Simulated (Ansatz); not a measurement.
# One relaxed cell of BN at several levels

A database entry relaxed whole under r2SCAN at zero pressure (P6_3mc, No. 186):

```xyz
4
Lattice="2.5434 0.0000 0.0000 -1.2717 2.2027 0.0000 0.0000 0.0000 4.2070" Properties=species:S:1:pos:R:3 pbc="T T T"
B     1.2717    0.7342    0.0007
B     0.0000    1.4684    2.1042
N     1.2717    0.7342    1.5770
N     0.0000    1.4684    3.6805
```

Its volume is 5.89 Å³ an atom, +0.8 % against the entry's 5.85, which is old or was flagged in a check.

Single points on this cell with plane-wave PAW DFT (Ansatz 0.2.0; r2SCAN 500 eV, hybrids 420 eV; fermi-dirac occupations of width 0.020 eV; no moments): r2SCAN on a 12×12×8 Γ-centred mesh; HSE06 on a 6×6×4 Γ-centred mesh; PBE0 on a 6×6×4 Γ-centred mesh.

Task: How do gap, pressure and charges move from level to level?

Result: The runs give:

```json
{"level": "r2SCAN", "gap (eV), or kind": "5.75", "pressure (GPa)": "0.0", "Bader charge of B (e)": "+2.25", "Bader charge of N (e)": "-2.25"}
{"level": "HSE06", "gap (eV), or kind": "6.53", "pressure (GPa)": "-4.4", "Bader charge of B (e)": "+2.23", "Bader charge of N (e)": "-2.23"}
{"level": "PBE0", "gap (eV), or kind": "7.30", "pressure (GPa)": "-4.3", "Bader charge of B (e)": "+2.23", "Bader charge of N (e)": "-2.23"}
```

Under r2SCAN the gap is 5.75 eV, over mesh and band path. HSE06 moves it by +0.78 eV and PBE0 by +1.55 eV; PBE0 keeps its exact exchange at long range, which widens the gap over HSE06's by 0.77 eV on their common mesh.

Caveats: the relaxation kept the start's symmetry; HSE06 is read on its mesh and at the zone's corners, PBE0 on its mesh alone; hybrid pressures are good to a few tenths of a GPa; pressure is positive in compression.
